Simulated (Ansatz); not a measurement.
**NbSi₂ from LDA upwards**

The starting cell is an entry of the Crystallography Open Database (1941):

```
Nb Si
1.0
     4.79400    0.00000    0.00000
    -2.39700    4.15173    0.00000
     0.00000    0.00000    6.58900
Nb Si
3 6
Cartesian
  2.3970 0.0000 0.0000
  1.1985 2.0759 4.3927
  -1.1985 2.0759 2.1963
  0.0000 1.3867 0.0000
  3.5931 0.6933 4.3927
  1.1961 3.4584 2.1963
  2.3970 2.7650 0.0000
  -1.1961 3.4584 4.3927
  1.2009 0.6933 2.1963
```

Atoms and cell were relaxed at zero pressure with plane-wave PAW DFT (Ansatz 0.2.0; one set of PAW datasets, made under PBE, for all functionals; 420 eV, r2SCAN 500 eV; 8×8×5 Γ-centred mesh, fermi-dirac occupations of width 0.100 eV; no spin polarisation, no spin-orbit coupling, no dispersion correction), keeping the symmetry (P6_422, No. 181).

**Question.** How do the functionals compare with each other and with the entry?

**Answer.** The relaxed conventional cells:

```tsv
functional	a (Å)	c (Å)	volume (Å³/atom)	formation energy (eV/atom)
LDA	4.745	6.536	14.16	-0.643
PBEsol	4.770	6.572	14.39	-0.661
PBE	4.812	6.615	14.74	-0.559
r2SCAN	4.795	6.582	14.56	-0.535
the entry	4.794	6.589	14.57	–
```

LDA gives the smallest volume and PBE the largest, 4.1 % more, the usual order, since LDA overbinds and PBE's gradient terms loosen the lattice. Against the entry's volume: LDA -2.8 %, PBEsol -1.3 %, PBE +1.2 %, r2SCAN -0.1 %. No verdict is drawn from this: the entry is old or was flagged in a check, so the entry may be off as well as the functionals. The formation energies span 0.13 eV an atom, lowest under PBEsol.

Caveats: each relaxation keeps the start's symmetry, so a distorted cell may lie lower; computed cells are at 0 K with fixed nuclei, while the entry holds thermal expansion, often some tenths of a per cent in volume and more in soft crystals; an old entry, and the compound itself may be in doubt; formation energies are at zero smearing against the elements' usual phases under the same functional, gases as free molecules, uncorrected.
